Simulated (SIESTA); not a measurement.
Runs of SIESTA 5.4.2 on GaP. It takes space group F-43m (No. 216, cubic). Conventional cell: a = 5.451 Å, b = 5.451 Å, c = 5.451 Å, α = 90.00°, β = 90.00°, γ = 90.00°. Ga (site symmetry -43m) is surrounded by 4 P at 2.36 Å. P (site symmetry -43m) is surrounded by 4 Ga at 2.36 Å. 

```tsv
task	level	potentials or basis	spin	cell	k mesh	optimiser	force tolerance	gap on the mesh (eV)	pressure (GPa)	relaxed volume (Å³/atom)
single point	PBE	PseudoDojo 0.4 standard (PBE files), DZP (energy shift 0.002 Ry; radii capped at 9.5 bohr)	off	as given	8 × 8 × 8	-	-	1.63	3.7	-
band structure	OLYP	PseudoDojo 0.4 standard (PBE files), DZP (energy shift 0.002 Ry; radii capped at 9.5 bohr)	off	as given	8 × 8 × 8	-	-	1.89	(a)	-
relaxation of cell and atoms	PBE	PseudoDojo 0.4 standard (PBE files), DZ (energy shift 0.002 Ry; radii capped at 9.5 bohr)	off	relaxed	8 × 8 × 8	CG	0.02 eV/Å	1.25	-0.1	21.76
single point	PBE	PseudoDojo 0.4 standard (PBE files), DZP (energy shift 0.002 Ry; radii capped at 9.5 bohr)	off	atoms moved at random, drawn with an rms of 0.05 Å	8 × 8 × 8	-	-	1.39	3.8	-
relaxation of cell and atoms	OLYP	PseudoDojo 0.4 standard (PBE files, fully relativistic), DZP (energy shift 0.002 Ry; radii capped at 9.5 bohr)	non-collinear, ferromagnetic start, SOC	relaxed	6 × 6 × 6	CG	0.01 eV/Å	1.68	-0.1	(b)
```

Alike in all rows: smearing fermi-dirac 0.05 eV; grid cutoff 800 Ry; energy shift 0.002 Ry.

Fill in the values left out.

(a) 4.6; (b) 21.45.

Caveats: semicore shells carry a single zeta, which can move pressures by several GPa and volumes by a few percent; the basis of atomic orbitals isn't converged, which shifts pressures, moduli and gaps; the potentials were made for another functional, which shifts forces and pressure (some runs); the basis has no polarisation orbitals (some runs).

A k mesh can miss the band edges, and rows without SOC leave out spin-orbit coupling on Ga.
